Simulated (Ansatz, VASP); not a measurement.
**SiC (SiC strained to the junction's net) in two plane-wave programs**

One calculation is typed for both programs; each brings its own data sets. How far apart do they land? The cell is generated by rule, not measured, and may not be a known phase. Of the first pair: The structure shown is the start of the Ansatz relaxation below; VASP solves that cell, so the two are compared at the walk's first step.

Calculated with Ansatz 0.2.0; plane waves, with VASP 6.6.1 beside it; single point at PBE.

### Step 1. Starting point

Symmetry: R3m, No. 160, trigonal system. The conventional cell has a = 3.062 Å, b = 3.062 Å, c = 7.647 Å, α = 90.00°, β = 90.00°, γ = 120.00°. Si has 4 C at 1.88 to 1.91 Å nearest. Nearest to C lie 4 Si at 1.88 to 1.91 Å. Farther neighbours are not listed.

### Step 2. Ansatz: relaxation, PBE

Ansatz runs on its default PAW (the set named soft_2) files.

The two programs are compared at the cell with which this relaxation starts, whose forces are those of its first step.

Contents of input.yaml:

```yaml
crystal:
  lattice:
    - [3.062, 0.0, 0.0]
    - [-1.531, 2.6517697864, 0.0]
    - [0.0, 0.0, 7.6466139985]
  atoms:
    - { symbol: Si, position: [0.0, 0.0, 0.0] }
    - { symbol: C, position: [0.0, 0.0, 0.25] }
    - { symbol: Si, position: [0.3333333333, 0.6666666667, 0.3333333333] }
    - { symbol: C, position: [0.3333333333, 0.6666666667, 0.5833333333] }
    - { symbol: Si, position: [0.6666666667, 0.3333333333, 0.6666666667] }
    - { symbol: C, position: [0.6666666667, 0.3333333333, 0.9166666667] }
kpoints:
  mp_grid: { grid: [12, 12, 4] }
scf:
  occupations: { method: fermi_dirac, width: 0.1 }
  max_iter: 150
hamiltonian:
  xc: pbe
relax:
  f_tol: 0.01
  max_steps: 40
  cell: { fix: [a, b, angles] }
```

Command:

```bash
$ ansatz run input.yaml --threads 4 --pin off --max-ram 16384MiB --backend cpu --events-out ev --progress --plain --runs-dir out
```

Numbers of over 12 decimals in the logs are rounded to 6 here.

Log:

```text
Engine: ansatz 0.2.0, aarch64-unknown-linux-gnu
Pseudopotentials: kind: paw
Pseudopotential: Si, paw, valence charge 4, recommended cutoff 420 eV (normal), Si.paw.azcp
Pseudopotential: C, paw, valence charge 4, recommended cutoff 420 eV (normal), C.paw.azcp
Functional definition: PBE
  parameter kappa = 0.804
  parameter beta = 0.066725
  exchange = pbe_x(kappa = kappa, mu = beta*pi^2/3)
  correlation = pbe_c(beta = beta)
Crystal: 6 atoms, lattice volume = 62.088 Å³
Basis set: ecut = 420 eV, 1213 PW (Γ), exchange–correlation on 48×48×108 points (8 copies of the dense FFT grid, shifted against one another)
Bands: 18, of which v1, the nominal top of the filled ones, is band 12 counted from 1 (11 counted from 0)
Symmetry: 18 space group operations
Space group: R3m (ITA 160), of the structure as read, at distance tolerance 4.0e-5 Å
k-points: 69 of 576 (time reversal used)
Non-local potential: Si, projectors of the file, l = 0: 2, l = 1: 2, l = 2: 2
Non-local potential: C, projectors of the file, l = 0: 2, l = 1: 2, l = 2: 1
PAW form: soft (Blöchl's): semilocal exchange-correlation on the pseudo side does not see the compensation charge
PAW one-centre angular grid: Si, 110 points (default); XC on 64 Gauss nodes
PAW one-centre angular grid: C, 110 points (default); XC on 64 Gauss nodes
Initial density: superposition of atomic densities (neutral atoms: chi_scale 0, normalization atom), corrected by the library's trained network
Initial wavefunctions: pseudopotential atomic-orbital guess
Functional: x = pbe(κ = 0.804, μ = 0.219515), c = pbe(β = 0.066725)
SCF iter   1: F=—  HF=-2661.445163 eV  |F-HF|=—  |Δ(HF+E_count)|=         —  Δρ=2.25e-3  dr2=3.21e-3  ethr=1.77e-3  ⟨swp⟩=5.8  Hψ=7201  notcnv=0
preconditioner: auto → none  [insulator: Δε(μ)=1.292 eV  Ē_g=11.957 eV  σ=0.100 eV  W_gap=1.00  n_scr=4 (ndim 8)  ℏωp=23.1 eV  f_vac=0.000  D(μ)=0.00/eV (n_scr^D=0)  ε∞_Penn≈4.7]
SCF iter   2: F=—  HF=-2661.445259 eV  |F-HF|=—  |Δ(HF+E_count)|=   9.58e-5  Δρ=5.54e-4  dr2=5.37e-5  ethr=1.34e-5  ⟨swp⟩=2.3  Hψ=2575  notcnv=0
SCF iter   3: F=—  HF=-2661.445442 eV  |F-HF|=—  |Δ(HF+E_count)|=   1.83e-4  Δρ=2.57e-4  dr2=1.11e-5  ethr=2.24e-7  ⟨swp⟩=2.8  Hψ=1979  notcnv=0
iter 4 did not close the SCF: its close was put off for the readings that it lacked (scf_convergence_deferred on its scf_iter line)
SCF iter   4: F=-2661.445487 eV  HF=-2661.445487 eV  |F-HF|=1.77e-7  |Δ(HF+E_count)|=   4.53e-5  Δρ=1.35e-5  dr2=5.08e-8  ethr=4.62e-8  ⟨swp⟩=2.0  Hψ=1946  notcnv=0
iter 5 did not close the SCF: its close was put off for the readings that it lacked (scf_convergence_deferred on its scf_iter line)
SCF iter   5: F=-2661.445487 eV  HF=-2661.445487 eV  |F-HF|=8.09e-10  |Δ(HF+E_count)|=   1.98e-7  Δρ=1.78e-6  dr2=1.58e-9  ethr=2.12e-10  ⟨swp⟩=2.0  Hψ=1970  notcnv=0
SCF iter   6: F=-2661.445487 eV  HF=-2661.445487 eV  |F-HF|=9.23e-11  |Δ(HF+E_count)|=   1.06e-9  Δρ=4.27e-7  dr2=6.74e-11  ethr=6.57e-12  ⟨swp⟩=1.3  Hψ=3547  notcnv=0
SCF 1 converged in 6 iterations: F = -2661.445487 eV  dr2 = 6.74e-11
  greatest PAW one-centre occupation: 0.645 electrons in one spin orbital (limit 2), on the C atom at site 5 (counted from 0), in its partial waves of l = 0
relax step   1: F+E_penalty+E_count = -2661.44548731 eV  Δ(F+E_penalty+E_count) = +0.000e0 eV  max|allowed force component| = 1.678e-1 eV/Å  Δτ_max = 0.0000 Å  P = +3.336 GPa  Ω = 62.088 Å³  fix = [a, b, alpha, beta, gamma]  reactions: a +6.807, b +6.807 GPa  (6 SCF iters, dr2 threshold 1.00e-7 eV, accepted)
[...]
relax step   4: F+E_penalty+E_count = -2661.45183903 eV  Δ(F+E_penalty+E_count) = -1.097e-4 eV  max|allowed force component| = 3.415e-3 eV/Å  Δτ_max = 0.0010 Å  P = +4.568 GPa  Ω = 61.733 Å³  energy of the carried Pulay correction = +6.391e-4 eV  fix = [a, b, alpha, beta, gamma]  reactions: a +6.820, b +6.820 GPa  (6 SCF iters, dr2 threshold 9.80e-8 eV, accepted)
[...]
relax step   5: F+E_penalty+E_count = -2661.45182716 eV  Δ(F+E_penalty+E_count) = +1.187e-5 eV  max|allowed force component| = 4.087e-5 eV/Å  Δτ_max = 0.0001 Å  P = +4.537 GPa  Ω = 61.741 Å³  energy of the carried Pulay correction = +6.243e-4 eV  fix = [a, b, alpha, beta, gamma]  reactions: a +6.804, b +6.804 GPa  (6 SCF iters, dr2 threshold 1.02e-8 eV, accepted)
[...]
relax step   6: F+E_penalty+E_count = -2661.45125563 eV  Δ(F+E_penalty+E_count) = +5.715e-4 eV  max|allowed force component| = 2.726e-5 eV/Å  Δτ_max = 0.0000 Å  P = +4.521 GPa  Ω = 61.741 Å³  fix = [a, b, alpha, beta, gamma]  reactions: a +6.795, b +6.795 GPa  stress off target by 2.77e-2 GPa on what of the cell is left free  SCF on the basis re-selected at this cell (its energy is not comparable with the rows above)  (6 SCF iters)
basis re-selected at this cell: Δ(F+E_penalty+E_count) = +5.715e-4 eV, ΔP = -0.016 GPa vs the last step (what re-selecting the basis moved, of the pressure what is left beyond the Pulay correction that the steps carried, after the strain that the cell walked since its last selection, with what the two solves' SCF thresholds leave and, on support functions, any second-order correction that the steps lacked; it is no m [...]
SCF converged after 6 iterations
Free energy (F): -2661.451256 eV
Harris-Foulkes:  -2661.451256 eV  (|F-HF|=9.09e-13)
Internal energy: -2661.451193 eV  (E = F + TS)
E sigma→0 (E₀):  -2661.451224 eV
Entropy (-TS):   -0.000063 eV (-0.010 meV/atom)
Fermi energy:    10.323045 eV
--- Per-component energies (eV) ---
  E_band       = 87.397049
  E_kinetic    = 408.053355
  E_local      = -312.239652  (includes V_loc(G=0)·N_el)
  E_nonlocal   = 155.758674
  E_hartree    = 96.016873
  E_xc         = -316.800247
  E_vxc        = -328.487491  (∫ρ·V_xc dr)
  E_paw        = -1836.350423  (= ΣΔE_a)
  E_vpaw       = -27.721629  (= ΣTr[D̂ρ^β])
  E_aug_tail   = 0.000039  (compensation charges beyond the density's cutoff)
  E_ewald      = -855.889812
  E_smearing   = -0.000063  (= −TS)
  E_closure    = -0.000000  (closes the sum)
  Σ components = -2661.451256   (vs F -2661.451256, Δ=0.00e0)
--- Forces (eV/Å), atoms counted from 1 ---
  atom   1  Si     0.00000000    -0.00000000    -0.00002702
  atom   2  C      0.00000000     0.00000000     0.00002751
  atom   3  Si     0.00000000    -0.00000000    -0.00002702
  atom   4  C      0.00000000     0.00000000     0.00002751
  atom   5  Si    -0.00000000    -0.00000000    -0.00002702
  atom   6  C      0.00000000     0.00000000     0.00002751
  max |Σ_I F_I| component: 1.47e-6 eV/Å
--- Stress (GPa, compression-positive) ---
        6.795109      -0.000000      -0.000000
        0.000000       6.795109      -0.000000
       -0.000000      -0.000000      -0.027690
  P = ⅓ Tr σ = 4.5208 GPa (45.208 kbar)
--- Relaxed structure (5 steps of the walk, 5 accepted, 1 SCFs on fresh bases) ---
  F+E_penalty+E_count = -2661.45125563 eV   max|allowed force component| = 2.726e-5 eV/Å   (the final SCF, on the basis selected at the relaxed cell)
  cell:  # Å, volume = 61.7409 Å³
    - [3.062000, 0, 0]
    - [-1.531000, 2.651770, 0]
    - [0, 0, 7.603824]
  atoms:
    - { symbol: Si, position: [0, 0, 0.000448966] }
    - { symbol: C, position: [0, 0, 0.249551] }
    - { symbol: Si, position: [0.333333, 0.666667, 0.333782] }
    - { symbol: C, position: [0.333333, 0.666667, 0.582884] }
    - { symbol: Si, position: [0.666667, 0.333333, 0.667116] }
    - { symbol: C, position: [0.666667, 0.333333, 0.916218] }
```

The column dr2 measures how far the density is from self-consistency, as an energy; F and HF (Harris–Foulkes) agree once it is small.

### Step 3. VASP: single point, PBE, start cell, pair 1

The same cell, functional, mesh and smearing now go to VASP, with its own data sets.

Lines of VASP's logs that name or quote its potential files are left out, and so is its time.

Contents of INCAR:

```
SYSTEM = SiC
PREC = Accurate
ENCUT = 520
EDIFF = 1E-06
NELM = 120
ISMEAR = -1
SIGMA = 0.1
LREAL = .FALSE.
ALGO = Normal
GGA = PE
NBANDS = 18
LORBIT = 11
LWAVE = .FALSE.
LCHARG = .FALSE.
ISIF = 2
LASPH = .TRUE.
GGA_COMPAT = .FALSE.
EFERMI = MIDGAP
KPAR = 2
```

Contents of POSCAR:

```
SiC
1.0
    3.0620000000      0.0000000000      0.0000000000
   -1.5310000000      2.6517700000      0.0000000000
    0.0000000000      0.0000000000      7.6466140000
Si C
3 3
Direct
    1.0000000000      0.0000000000      0.0000000000
    0.3333333333      0.6666666667      0.3333333333
    0.6666666667      0.3333333333      0.6666666667
    1.0000000000      0.0000000000      0.2499999782
    0.3333333333      0.6666666667      0.5833333115
    0.6666666667      0.3333333333      0.9166666449
```

Contents of KPOINTS:

```
Automatic mesh
0
Gamma
12 12 4
0 0 0
```

The projector-augmented-wave data sets are Si and C (PBE family, release 64).

Command:

```bash
$ mpirun -np 2 vasp_std
```

Log:

```text
[banner, memory and clock lines left out]
running    2 mpi-ranks, on    1 nodes
 distrk:  each k-point on    1 cores,    2 groups
 distr:  one band on    1 cores,    1 groups

 POSCAR found type information on POSCAR SiC
 POSCAR found :  2 types and       6 ions
 LDA part: xc-table for (Slater+PW92), standard interpolation
 POSCAR, INCAR and KPOINTS ok, starting setup
 FFT: planning ... GRIDC
 FFT: planning ... GRID_SOFT
 FFT: planning ... GRID
 WAVECAR not read
 entering main loop
       N       E                     dE             d eps       ncg     rms          rms(c)
DAV:   1     0.590665364282E+02    0.59067E+02   -0.11332E+04  2484   0.117E+03
DAV:   2    -0.459585498958E+02   -0.10503E+03   -0.10116E+03  3202   0.202E+02
DAV:   3    -0.506787665605E+02   -0.47202E+01   -0.47075E+01  3284   0.436E+01
DAV:   4    -0.507198120266E+02   -0.41045E-01   -0.41015E-01  3502   0.455E+00
DAV:   5    -0.507202464265E+02   -0.43440E-03   -0.43428E-03  3346   0.433E-01    0.153E+01
DAV:   6    -0.453045864547E+02    0.54157E+01   -0.17605E+01  3022   0.209E+01    0.681E+00
DAV:   7    -0.451715144252E+02    0.13307E+00   -0.14752E+00  3504   0.647E+00    0.300E+00
DAV:   8    -0.451485019041E+02    0.23013E-01   -0.79261E-02  2872   0.168E+00    0.765E-01
DAV:   9    -0.451472238009E+02    0.12781E-02   -0.11481E-02  3136   0.665E-01    0.145E-01
DAV:  10    -0.451475855410E+02   -0.36174E-03   -0.89513E-04  3102   0.183E-01    0.600E-02
DAV:  11    -0.451476177190E+02   -0.32178E-04   -0.13234E-04  3216   0.784E-02    0.133E-02
DAV:  12    -0.451476190257E+02   -0.13067E-05   -0.50051E-06  3142   0.147E-02    0.392E-03
DAV:  13    -0.451476195648E+02   -0.53913E-06   -0.43100E-07  1870   0.455E-03
   1 F= -.45147620E+02 E0= -.45147589E+02  d E =-.612852E-04
```

Parts of OUTCAR (step 3):

```text
ion  position               nearest neighbor table
   1  0.000  0.000  0.000-   6 1.88   6 1.88   6 1.88   4 1.91   3 3.10   2 3.10   3 3.10   2 3.10
                             2 3.10   3 3.10
   2  0.333  0.667  0.333-   4 1.88   4 1.88   4 1.88   5 1.91   1 3.10   1 3.10   3 3.10   3 3.10
                             1 3.10   3 3.10
   3  0.667  0.333  0.667-   5 1.88   5 1.88   5 1.88   6 1.91   1 3.10   1 3.10   2 3.10   2 3.10
                             1 3.10   2 3.10
   4  0.000  0.000  0.250-   2 1.88   2 1.88   2 1.88   1 1.91
   5  0.333  0.667  0.583-   3 1.88   3 1.88   3 1.88   2 1.91
   6  0.667  0.333  0.917-   1 1.88   1 1.88   1 1.88   3 1.91

  LATTYP: Found a hexagonal cell.
 ALAT       =     3.0620000000
 C/A-ratio  =     2.4972612671

 Subroutine GETGRP returns: Found  6 space group operations
 (whereof  6 operations were pure point group operations)

The static configuration has the point symmetry C_3v.

 Found     69 irreducible k-points:

   k-points           NKPTS =     69   k-points in BZ     NKDIM =     69   number of bands    NBANDS=     18

   dimension x,y,z NGX =    24 NGY =   24 NGZ =   60
   dimension x,y,z NGXF=    48 NGYF=   48 NGZF=  120

   ENCUT  =  520.0 eV  38.22 Ry    6.18 a.u.   5.69  5.69 14.22*2*pi/ulx,y,z

   NELECT =      24.0000    total number of electrons

 k-points in reciprocal lattice and weights: Automatic mesh
   0.00000000  0.00000000  0.00000000       0.002
   0.08333333  0.00000000  0.00000000       0.010
   0.16666667  0.00000000  0.00000000       0.010
   0.25000000  0.00000000  0.00000000       0.010
   0.33333333  0.00000000  0.00000000       0.010
   0.41666667 -0.00000000  0.00000000       0.010
   0.50000000  0.00000000  0.00000000       0.005
   0.08333333  0.08333333  0.00000000       0.010
   0.16666667  0.08333333  0.00000000       0.021
[...]
0.33333333  0.25000000  0.50000000       0.021
   0.33333333  0.33333333  0.50000000       0.003

 average (electrostatic) potential at core
       1 -80.3761       2 -80.3761       3 -80.3761       4 -44.7856       5 -44.7856
       6 -44.7856

 E-fermi :   8.8780

 k-point     1 :       0.0000    0.0000    0.0000
  band No.  band energies     occupation
    ...
      8       7.3598      2.00000
      9       7.3598      2.00000
     10       8.0260      1.99960
     11       8.1427      1.99872
     12       8.1427      1.99872
     13      14.0549      0.00000
     14      14.0549      0.00000
     15      14.1962      0.00000
     16      15.2614      0.00000
     17      15.5607      0.00000
    ...

 k-point     2 :       0.0833    0.0000    0.0000
  band No.  band energies     occupation
    ...
      8       7.0552      2.00000
      9       7.4718      2.00000
     10       7.5381      2.00000
     11       7.9744      1.99976
     12       7.9828      1.99974
     13      14.1047      0.00000
     14      14.3695      0.00000
     15      14.4364      0.00000
     16      15.3022      0.00000
     17      15.5400      0.00000
    ...

 k-point     3 :       0.1667    0.0000    0.0000
  band No.  band energies     occupation
    ...
      8       6.1521      2.00000
      9       6.3935      2.00000
     10       7.2917      2.00000
     11       7.5926      1.99999
     12       7.7831      1.99996
     13      13.0687      0.00000
     14      14.3863      0.00000
     15      14.5417      0.00000
     16      15.0707      0.00000
     17      16.0274      0.00000
    ...

  Total        2.6213949      2.6213953     -1.4314259      0.0000000      0.0000000      0.0000000
  in kB       67.6445523     67.6445632    -36.9376495      0.0000000      0.0000000      0.0000000
  external PRESSURE =      32.7838220 kB  Pullay stress =       0.0000000 kB

  energy-cutoff  :      520.00
  volume of cell :       62.09
      direct lattice vectors                 reciprocal lattice vectors
     3.062000000  0.000000000  0.000000000     0.326583932  0.188553306  0.000000000
    -1.531000000  2.651770000  0.000000000     0.000000000  0.377106612  0.000000000
     0.000000000  0.000000000  7.646614000     0.000000000  0.000000000  0.130776838

 POSITION                                       TOTAL-FORCE (eV/Angst)
 -----------------------------------------------------------------------------------
      0.00000      0.00000      0.00000         0.000000     -0.000000      0.167532
     -0.00000      1.76785      2.54887        -0.000000     -0.000000      0.167532
      1.53100      0.88392      5.09774        -0.000000      0.000000      0.167532
      0.00000      0.00000      1.91165        -0.000000      0.000000     -0.167532
     -0.00000      1.76785      4.46052         0.000000     -0.000000     -0.167532
      1.53100      0.88392      7.00940         0.000000      0.000000     -0.167532
 -----------------------------------------------------------------------------------
    total drift:                               -0.000000      0.000012     -0.000164

  FREE ENERGIE OF THE ION-ELECTRON SYSTEM (eV)
  ---------------------------------------------------
  free  energy   TOTEN  =       -45.1476195648 eV

  energy  without entropy=      -45.1475582796  energy(sigma->0) =      -45.14758892

 total charge
# of ion       s       p       d       tot
------------------------------------------
    1        0.708   0.972   0.000   1.680
    2        0.708   0.972   0.000   1.680
    3        0.708   0.972   0.000   1.680
    4        0.837   1.709   0.000   2.546
    5        0.837   1.709   0.000   2.546
    6        0.837   1.709   0.000   2.546
--------------------------------------------------
tot          4.636   8.042   0.000  12.678

[... 3 further parts left out ...]
```

The run ends at a pressure of 3.28 GPa, with forces up to 0.17 eV/Å.

### Step 4. Side by side

Known differences besides the potentials themselves: the cutoff is 420 eV in Ansatz and 520 eV in VASP. Total energies have different zeros and are not compared.

Forces (eV/Å; atoms numbered as in POSCAR):

| atom | Ansatz x, y, z | VASP x, y, z |
| --- | --- | --- |
| Si1 | 0.000, 0.000, 0.168 | 0.000, 0.000, 0.168 |
| Si2 | 0.000, 0.000, 0.168 | 0.000, 0.000, 0.168 |
| Si3 | 0.000, 0.000, 0.168 | 0.000, 0.000, 0.168 |
| C4 | 0.000, 0.000, -0.168 | 0.000, 0.000, -0.168 |
| C5 | 0.000, 0.000, -0.168 | 0.000, 0.000, -0.168 |
| C6 | 0.000, 0.000, -0.168 | 0.000, 0.000, -0.168 |

The forces differ by 0.2 meV/Å r.m.s., which is 0.2 % of the r.m.s. force of 0.097 eV/Å (both taken over all components).

(Continued in part 2 of 2.)

[Lines on the potential files, build, host, timing and source positions are cut from VASP's logs without a mark.]

[Logs are printed without paths, hosts, clocks, repeated set-up lines and the standing remarks that a program may print on its own settings, such as how far it seeks lower states.]

[Hosts, paths, dates, database ids (printed as entryN), source tags and the programs' standing remarks are cut or masked in the printed files.]
